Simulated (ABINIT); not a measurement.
Runs of ABINIT 10.8.3 (patched build) on CsSnI3. Symmetry: Pm-3m, No. 221, cubic system. Conventional cell: a = 6.206 Å, b = 6.206 Å, c = 6.206 Å, α = 90.00°, β = 90.00°, γ = 90.00°. Cs (site symmetry m-3m) is surrounded by 12 I at 4.39 Å. I (site symmetry 4/mmm) has 2 Sn at 3.10 Å as nearest neighbours. Sn (site symmetry m-3m) is surrounded by 6 I at 3.10 Å. 

```csv
task,level,potentials or basis,k mesh,cutoff (eV),fine-grid cutoff,mesh quality,gap on the mesh (eV)
single point,PBE,JTH PAW PBE v2.0,6 × 6 × 6,544,1088.46 eV,not flagged,(a)
band structure,PBEsol,JTH PAW PBE v2.0 sp,5 × 5 × 5,544,1088.46 eV,not flagged,1.72
single point,PBEsol,JTH PAW PBE v2.0,4 × 4 × 4,544,1088.46 eV,not flagged,(b)
single point,LDA,JTH PAW LDA v2.0,6 × 6 × 6,544,1088.46 eV,not flagged,0.27
single point,PBE,JTH PAW PBE v2.0,3 × 3 × 3,544,1088.46 eV,not flagged,3.09
```

Alike in all rows: no spin polarisation; cell as given; smearing fermi-dirac 0.05 eV.

Question: Fill in the values left out.

Answer: (a) 0.29; (b) 0.23.

Caveats: spin-orbit coupling is left out, which moves the levels of the heavy elements; the cell was measured hot, at 500 K; an odd mesh through Γ misses points on the zone boundary, where band edges often lie (some runs); this set keeps more shells in the core, which shifts pressures and gaps (some runs).

A k mesh can miss the band edges, and the runs leave out spin-orbit coupling on Cs, I, Sn.

Not every run made on this cell is shown here.
